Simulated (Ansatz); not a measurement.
## Point defect: Ga on a N site in GaN

The calculation used DFT PBE, scalar-relativistic, plane waves, PAW (Ansatz 0.2.0). Settings: 420 eV cutoff, 3×3×3 k-mesh, Gaussian smearing of 0.01 eV, collinear spin in charge -1 alone.

Host crystal, relaxed:

```xyz
4
Lattice="3.2184 0.0000 0.0000 -1.6092 2.7872 0.0000 0.0000 0.0000 5.2432" Properties=species:S:1:pos:R:3 pbc="T T T"
Ga    1.6092    0.9291    2.6170
Ga    0.0000    1.8581    5.2386
N     1.6092    0.9291    4.5923
N     0.0000    1.8581    1.9707
```

Supercell of 16 atoms, rows in host cell vectors: 0 0 -1; 2 0 0; -2 -2 0. Atoms relax at the host's cell, keeping the symmetry that the supercell leaves at the site. The cell is small, so energies carry finite-size errors of tenths of an eV. The host's Kohn–Sham gap is 1.71 eV. Atoms are taken from and returned to the elements' standard states. Charged cells are corrected for image charges with the computed static dielectric tensor (mean 10.9) and aligned with the host's potential at far atoms (alignment terms reach 1.57 eV; the program doubts the alignment in some charges, where it is up to 1.57 eV). No band-filling term is added, and the Fermi level counts from the host's valence band top.

Defect: Ga on a N site set at (0.667, 0.333, 0.876) of the host cell. In charges 0, -1, -2 some atom moved by up to 0.6 Å, so the relaxed defect can differ in kind from the start. Before relaxation its nearest neighbours are 3 Ga at 1.97 Å, 1 Ga at 1.98 Å.

```json
{"charge": "0", "E_f at the valence band top (eV)": "6.14", "over the neutral state (eV)": "0.00", "moment (μB)": "0.00", "largest move (Å)": "0.59", "atoms near the site": "4 Ga at 2.28 Å"}
{"charge": "-1", "E_f at the valence band top (eV)": "8.53", "over the neutral state (eV)": "2.39", "moment (μB)": "0.63", "largest move (Å)": "0.54", "atoms near the site": "3 Ga at 2.23 Å, 1 Ga at 2.25 Å"}
{"charge": "-2", "E_f at the valence band top (eV)": "12.00", "over the neutral state (eV)": "5.86", "moment (μB)": "0.00", "largest move (Å)": "0.54", "atoms near the site": "3 Ga at 2.18 Å, 1 Ga at 2.26 Å"}
```

Among the charges computed the stable one is 0 at the valence band top and stays so across the gap. In charge -1, -2 the extra carrier would gain by moving to a band edge of the host, so it isn't bound in the gap. In charge 0, -1, -2 the cell has partly filled bands: a level of the defect may be part filled, the carrier may sit in the host's bands, or levels may cross between the k points, so transitions that involve it are doubtful. Fractional moments come from partly filled bands of the small cell.